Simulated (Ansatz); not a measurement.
Reactions of `[AlH2][O][SiH3]`.

Gas-phase electronic energies from Ansatz, PBE0-D4/def2-TZVP geometries. CBS: MP2 limit from def2 TZ/QZ plus the TZ coupled-cluster correction, frozen cores. This one scheme is used for every species, atoms too. Functionals use def2-TZVPP. B3LYP here is the variant with VWN-RPA as its local correlation; programs differ in this. No spin–orbit coupling; open shells (•) take unrestricted orbitals. Spin–orbit coupling would lower the free atoms: a little for Cl. One conformer a species, not always the lowest.

```json
{"reaction": "`[AlH2][O][SiH3]` + `O[Si](O)(F)O[SiH3]` → `O[Si](F)(O[SiH3])O[SiH3]` + `[OH][AlH2]`", "CCSD(T)/CBS(def2) (eV)": "0.04"}
{"reaction": "`[AlH2][O][SiH3]` + `O[Si](Cl)(Cl)Cl` → `O[SiH2][O][AlH2]` + `Cl[SiH](Cl)Cl`", "CCSD(T)/CBS(def2) (eV)": "?"}
{"reaction": "`[AlH2][O][SiH3]` + `O[SiH](Cl)Cl` → `[SiH3]O[SiH](Cl)Cl` + `[OH][AlH2]`", "CCSD(T)/CBS(def2) (eV)": "0.03"}
{"reaction": "`[AlH2][O][SiH3]` + `CC(=O)O` → `CC(=O)O[SiH3]` + `[OH][AlH2]`", "CCSD(T)/CBS(def2) (eV)": "0.27"}
{"reaction": "`[AlH2][O][SiH3]` + `O[SiH2]OP` → `O[SiH2][O][AlH2]` + `[SiH3]OP`", "CCSD(T)/CBS(def2) (eV)": "0.00"}
{"reaction": "`[AlH2][O][SiH3]` + `NB(N)O` → `NB(N)O[SiH3]` + `[OH][AlH2]`", "CCSD(T)/CBS(def2) (eV)": "0.12"}
{"reaction": "`[AlH2][O][SiH3]` + Cl• → `[AlH][O][SiH3]`• + HCl", "CCSD(T)/CBS(def2) (eV)": "?"}
{"reaction": "`[AlH2][O][SiH3]` + `COB(O)O[SiH3]` → `OB(O[SiH3])O[SiH3]` + `C[O][AlH2]`", "CCSD(T)/CBS(def2) (eV)": "0.26"}
```

Problem. Fill in the missing values. (Best estimate.)

Solution. The calculation gave: `[AlH2][O][SiH3]` + `O[Si](Cl)(Cl)Cl` → `O[SiH2][O][AlH2]` + `Cl[SiH](Cl)Cl`: -0.07 eV; `[AlH2][O][SiH3]` + Cl• → `[AlH][O][SiH3]`• + HCl: -0.79 eV.

Largest T1 diagnostic: 0.015, for `[AlH][O][SiH3]`•.
